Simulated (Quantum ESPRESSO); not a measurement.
## Sn: zone-centre phonons under several settings

```
CELL_PARAMETERS angstrom
0.00000 3.23334 3.23334
3.23334 0.00000 3.23334
3.23334 3.23334 0.00000
ATOMIC_POSITIONS crystal
Sn 0.75000 0.75000 0.75000
Sn 0.50000 0.50000 0.50000
```

This isn't the form of Sn at room conditions, which is tetragonal (white tin).

All runs used Quantum ESPRESSO 7.5; potentials PseudoDojo 0.4.1 SR LDA standard; k mesh 7 × 7 × 7; no spin polarisation; cutoff 980 eV.

```csv
level,geometry,occupations,volume (Å³/atom),pressure (GPa),lowest optical mode without the field (cm⁻¹)
LDA,relaxed cell,"gaussian, width 0.2 eV",33.93,0.0,183
LDA,"given cell, atoms relaxed","cold, width 0.2 eV",33.80,?,?
```

Problem. What stands in the row left open?

Solution. Pressure 0.1 GPa; lowest optical mode without the field 180 cm⁻¹.
